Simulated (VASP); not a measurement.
The system is BeTe.

```
Te Be
1.0
     0.00000    2.77000    2.77000
     2.77000    0.00000    2.77000
     2.77000    2.77000    0.00000
Te Be
1 1
Direct
  0.75000 0.75000 0.75000
  0.00000 0.00000 0.00000
```

Program: VASP 6.6.1. Alike in all runs: task band structure; cell as given; cutoff (eV) 520; smearing fermi-dirac 0.05 eV.

Q: Order these runs on this cell by their pressure, lowest first.
A. level PBE; potentials or basis VASP PAW PBE potentials, release 64 (Te, Be); spin SOC, no magnetisation; k mesh 6 × 6 × 6
B. level LDA; potentials or basis VASP PAW LDA potentials, release 64 (Te, Be); spin SOC, no magnetisation; k mesh 6 × 6 × 6
C. level PBEsol; potentials or basis VASP PAW PBE potentials, release 64 (Te, Be); spin off; k mesh 8 × 8 × 8

A: B (0.9 GPa), C (2.5 GPa), A (4.6 GPa).

Caveats: the PAW data sets were made with another functional, which shifts forces and pressure a little (some runs).
